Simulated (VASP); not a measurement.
# SnSe in VASP: further runs, part 2 of 2

VASP 6.6.1.

### 3 Relaxation of the atoms, RPBE+D3(BJ)

Contents of INCAR:

```
SYSTEM = SnSe
ALGO = Normal
DIPOL = 0.5 0.5 0.500
EDIFF = 1E-6
EDIFFG = -0.01
ENCUT = 520
GGA = RP
IBRION = 2
IDIPOL = 3
ISIF = 2
ISMEAR = -1
IVDW = 12
LASPH = .True.
LCHARG = .False.
LDIPOL = .True.
LREAL = .False.
LWAVE = .False.
NELM = 80
NSW = 40
PREC = Accurate
SIGMA = 0.05
```

Contents of KPOINTS:

```
k-points
0
Gamma
  5 5 1
  0 0 0
```

Contents of POSCAR:

```
SnSe
1.0
    4.3100000000      0.0000000000      0.0000000000
    0.0000000000      4.3180000000      0.0000000000
    0.0000000000      0.0000000000     23.8958000000
Sn Se
4 4
Selective dynamics
Direct
    0.5000000000      0.2500000000      0.3138626872  F F F
    0.0000000000      0.7500000000      0.4412197959  F F F
    0.0000000000      0.2500000000      0.5587802041  T T T
    0.5000000000      0.7500000000      0.6861373128  T T T
    0.0000000000      0.7500000000      0.3256187280  F F F
    0.5000000000      0.2500000000      0.4294637551  F F F
    0.5000000000      0.7500000000      0.5705362449  T T T
    0.0000000000      0.2500000000      0.6743812720  T T T
```

Potentials or basis: VASP PAW PBE potentials, release 64 (Sn_d, Se).

Command:

```
> cat potpaw_PBE.64/Sn_d/POTCAR potpaw_PBE.64/Se/POTCAR > POTCAR
> mpirun -np 1 vasp_std > vasp.out
```

OUTCAR:

```text
SYSTEM = SnSe
   EDIFF = 1E-6
   EDIFFG = -0.01
   ENCUT = 520
   GGA = RP
   IBRION = 2
   ISIF = 2
   ISMEAR = -1
   IVDW = 12
   LASPH = .True.
   LREAL = .False.
   NELM = 80
   NSW = 40
   PREC = Accurate
 IVDW          = 12

 ion  position               nearest neighbor table
   1  0.500  0.250  0.314-   6 2.76   5 3.06   5 3.06   5 3.06   5 3.06
   2  0.000  0.750  0.441-   5 2.76   6 3.06   6 3.06   6 3.06   6 3.06   3 3.54   3 3.54
   3  0.000  0.250  0.559-   8 2.76   7 3.06   7 3.06   7 3.06   7 3.06   2 3.54   2 3.54
   4  0.500  0.750  0.686-   7 2.76   8 3.06   8 3.06   8 3.06   8 3.06
   5  0.000  0.750  0.326-   2 2.76   1 3.06   1 3.06   1 3.06   1 3.06
   6  0.500  0.250  0.429-   1 2.76   2 3.06   2 3.06   2 3.06   2 3.06
   7  0.500  0.750  0.571-   4 2.76   3 3.06   3 3.06   3 3.06   3 3.06
   8  0.000  0.250  0.674-   3 2.76   4 3.06   4 3.06   4 3.06   4 3.06
[... 448 lines left out ...]

 E-fermi :   0.6326     XC(G=0):  -5.0065

 val. band max:        0.5137677383   @ k =   0.4000   0.0000   0.0000
 cond. band min:       0.7509531267   @ k =   0.4000   0.0000   0.0000
 fundamental gap:      0.2371853884
 Fermi energy:         0.6325984450

 k-point     1 :       0.0000    0.0000    0.0000
  band No.  band energies     occupation
      1     -21.1983      2.00000
      2     -21.1862      2.00000
      3     -21.1770      2.00000
      4     -21.1550      2.00000
      5     -21.1210      2.00000
      6     -21.0439      2.00000
[... 448 lines left out ...]
     47       4.8800      0.00000
     48       5.0311      0.00000

------------------------ aborting loop because EDIFF is reached ----------------------------------------

 vacuum level on the upper side and lower side of the slab       (xc-potential included)        -0.005        -0.004

 Edisp (eV)  -12.29620

 E8    (eV) :    -8.0845

  FORCE on cell =-STRESS in cart. coord.  units (eV):
  Direction    XX          YY          ZZ          XY          YZ          ZX
  --------------------------------------------------------------------------------------
  -------------------------------------------------------------------------------------
  Total     -11.79168   -11.34611    -3.29108     0.00000     0.00000     0.00000
  in kB     -42.48197   -40.87671   -11.85681     0.00000     0.00000     0.00000
  external pressure =      -31.74 kB  Pullay stress =        0.00 kB
[... 23 lines left out ...]
  FREE ENERGIE OF THE ION-ELECTRON SYSTEM (eV)
  ---------------------------------------------------
  free  energy   TOTEN  =       -41.5316606108 eV

  energy  without entropy=      -41.5269442421  energy(sigma->0) =      -41.52930243

 reached required accuracy - stopping structural energy minimisation

 vacuum level on the upper side and lower side of the slab         4.718         4.718
```

OSZICAR:

```text
N       E                     dE             d eps       ncg     rms          rms(c)
DAV:   1     0.761326552970E+03    0.76133E+03   -0.36129E+04   944   0.167E+03
DAV:   2     0.813886613976E+02   -0.67994E+03   -0.66367E+03   936   0.408E+02
[... 322 lines left out ...]
DAV:   3    -0.292360801717E+02   -0.64686E-05   -0.86717E-05  1032   0.588E-02    0.181E-02
DAV:   4    -0.292360798877E+02    0.28392E-06   -0.52275E-06   984   0.189E-02
  28 F= -.41531660E+02 E0= -.41529306E+02  d E =-.161214E-03
       N       E                     dE             d eps       ncg     rms          rms(c)
DAV:   1    -0.292354555351E+02    0.62464E-03   -0.53757E-04   928   0.835E-02    0.471E-03
DAV:   2    -0.292354575529E+02   -0.20178E-05   -0.21179E-05  1136   0.250E-02    0.444E-03
DAV:   3    -0.292354577442E+02   -0.19130E-06   -0.12212E-06   624   0.779E-03
  29 F= -.41531661E+02 E0= -.41529302E+02  d E =-.162184E-03
```

CONTCAR:

```text
SnSe
   1.00000000000000
     4.3099999999999996    0.0000000000000000    0.0000000000000000
     0.0000000000000000    4.3179999999999996    0.0000000000000000
     0.0000000000000000    0.0000000000000000   23.8958000000000013
  Sn              Se
     4     4
Selective dynamics
Direct
     0.5000000000000000    0.2500000000000000    0.3138626872000003   F   F   F
     0.0000000000000000    0.7500000000000000    0.4412197958999968   F   F   F
     0.0000000000000000    0.2500000000000000    0.5359558131385177   T   T   T
     0.5000000000000000    0.7500000000000000    0.6492207880882421   T   T   T
     0.0000000000000000    0.7500000000000000    0.3256187280000020   F   F   F
     0.5000000000000000    0.2500000000000000    0.4294637551000022   F   F   F
     0.5000000000000000    0.7500000000000000    0.5395754809111609   T   T   T
     0.0000000000000000    0.2500000000000000    0.6468371990027250   T   T   T

  0.00000000E+00  0.00000000E+00  0.00000000E+00
  0.00000000E+00  0.00000000E+00  0.00000000E+00
  0.00000000E+00  0.00000000E+00  0.00000000E+00
  0.00000000E+00  0.00000000E+00  0.00000000E+00
  0.00000000E+00  0.00000000E+00  0.00000000E+00
  0.00000000E+00  0.00000000E+00  0.00000000E+00
  0.00000000E+00  0.00000000E+00  0.00000000E+00
  0.00000000E+00  0.00000000E+00  0.00000000E+00
```

It took 47 min on 1 thread of Intel Xeon Platinum 8488C (Sapphire Rapids), shared host; peak memory 0.57 GiB.

Results:

| Quantity | Value |
| --- | --- |
| Free energy | -41.5317 eV |
| Energy gained by relaxing | 80.8 meV/atom |
| Ionic steps | 29 |
| Band gap on the k mesh | 0.24 eV, direct |
| Dispersion energy per atom | -1.537 eV |

The path:
```tsv
step	energy change (eV)	largest force (eV/Å)	pressure (GPa)
1	0.0000	0.6900	-3.80
2	-0.0396	0.6895	-3.76
3	-0.0864	0.6874	-3.57
4	-0.1239	0.6852	-3.61
5	-0.2057	1.1713	-3.64
6	-0.1846	2.7840	-3.35
7	-0.2306	1.7335	-3.57
8	-0.2430	1.7125	-3.58
9	-0.2796	1.6461	-3.59
10	-0.3491	1.5088	-3.61
11	-0.4676	1.2005	-3.60
12	-0.5747	0.8496	-3.38
13	-0.6085	0.7966	-3.39
14	-0.6309	0.7818	-3.37
15	-0.6349	0.7754	-3.34
16	-0.6382	0.7634	-3.28
17	-0.6403	0.7708	-3.27
18	-0.6436	0.7945	-3.26
19	-0.6439	0.8044	-3.25
20	-0.6452	0.8178	-3.24
21	-0.6453	0.8209	-3.23
22	-0.6456	0.8222	-3.21
23	-0.6456	0.8229	-3.20
24	-0.6458	0.8278	-3.20
25	-0.6461	0.8452	-3.19
26	-0.6462	0.8525	-3.18
27	-0.6463	0.8581	-3.18
28	-0.6463	0.8645	-3.17
29	-0.6463	0.8646	-3.17
```

Final structure:
```xyz
8
Lattice="4.3100 0.0000 0.0000 0.0000 4.3180 0.0000 0.0000 0.0000 23.8958" Properties=species:S:1:pos:R:3 pbc="T T T"
Sn    2.1550    1.0795    7.5000
Sn    0.0000    3.2385   10.5433
Sn    0.0000    1.0795   12.8071
Sn    2.1550    3.2385   15.5137
Se    0.0000    3.2385    7.7809
Se    2.1550    1.0795   10.2624
Se    2.1550    3.2385   12.8936
Se    0.0000    1.0795   15.4567
```

Levels at points of the mesh, in eV from the valence-band top:
```tsv
k point	band 37	band 38	band 39	band 40	band 41	band 42	band 43	band 44
(0.00, 0.00, 0.00)	-1.60	-1.52	-1.09	-0.70	1.26	2.82	3.02	3.14
```

Caveat: the PAW data sets were made with another functional, which shifts forces and pressure a little; spin-orbit coupling is left out, which moves the levels of the heavy elements.
